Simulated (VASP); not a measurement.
A run of VASP 6.6.1 is set up as follows.

Contents of INCAR:

```
ALGO = Normal ; EDIFF = 1E-6
EDIFFG = -0.01 ; ENCUT = 600
GGA = PS ; IBRION = 2
ISIF = 3 ; ISMEAR = 0
KPAR = 4 ; LASPH = T
LCHARG = F ; LREAL = F
LWAVE = F ; NELM = 80
NSW = 90 ; PREC = Accurate
SIGMA = 0.03
```

Contents of KPOINTS:

```
k-points
0
Gamma
  4 4 4
```

POSCAR

```
BaZrS3
1.0
    7.1344888100      0.0000000000      0.0000000000
    0.0000000000     10.0418237600      0.0000000000
    0.0000000000      0.0000000000      7.0635613000
Ba Zr S
4 4 12
Direct
    0.0430272500      0.2500000000      0.0087500800
    0.4569727500      0.7500000000      0.5087500800
    0.5430272500      0.2500000000      0.4912499200
    0.9569727500      0.7500000000      0.9912499200
    0.0000000000      0.0000000000      0.5000000000
    0.5000000000      0.0000000000      0.0000000000
    0.5000000000      0.5000000000      0.0000000000
    0.0000000000      0.5000000000      0.5000000000
    0.9941581600      0.2500000000      0.5608972600
    0.5058418400      0.7500000000      0.0608972600
    0.4941581600      0.2500000000      0.9391027400
    0.0058418400      0.7500000000      0.4391027400
    0.2132557900      0.9681785700      0.7866180500
    0.2867442100      0.0318214300      0.2866180500
    0.7132557900      0.5318214300      0.7133819500
    0.7867442100      0.4681785700      0.2133819500
    0.7867442100      0.0318214300      0.2133819500
    0.7132557900      0.9681785700      0.7133819500
    0.2867442100      0.4681785700      0.2866180500
    0.2132557900      0.5318214300      0.7866180500
```

Potentials or basis: VASP PAW PBE potentials, release 64 (Ba_sv, Zr_sv, S).

Run with:

```console
$ cat potpaw_PBE.64/Ba_sv/POTCAR potpaw_PBE.64/Zr_sv/POTCAR potpaw_PBE.64/S/POTCAR > POTCAR
$ mpirun -np 4 vasp_std > vasp.out
```

Task: What does it give for the relaxed volume?

Result: 24.44 Å³/atom.

Task: Estimate the band gap on the k mesh.

Result: 0.92 eV, direct.

Task: Estimate the space group after relaxing (to 0.05 Å).

Result: Pnma (No. 62).

Forces on the atoms (eV/Å):
```
Ba   0.004  0.000  0.009
Ba  -0.004  0.000  0.009
Ba   0.004  0.000 -0.009
Ba  -0.004  0.000 -0.009
Zr   0.000  0.000  0.000
Zr   0.000  0.000  0.000
Zr   0.000  0.000  0.000
Zr   0.000  0.000  0.000
S   -0.005  0.000 -0.008
S    0.005  0.000 -0.008
S   -0.005  0.000  0.008
S    0.005  0.000  0.008
S   -0.003  0.004  0.007
S    0.003 -0.004  0.007
S   -0.003 -0.004 -0.007
S    0.003  0.004 -0.007
S    0.003 -0.004 -0.007
S   -0.003  0.004 -0.007
S    0.003  0.004  0.007
S   -0.003 -0.004  0.007
```

Caveat: the PAW data sets were made with another functional, which shifts forces and pressure a little; spin-orbit coupling is left out, which moves the levels of the heavy elements. Expect the measured gap to be larger: semilocal functionals such as PBEsol lack the derivative discontinuity.
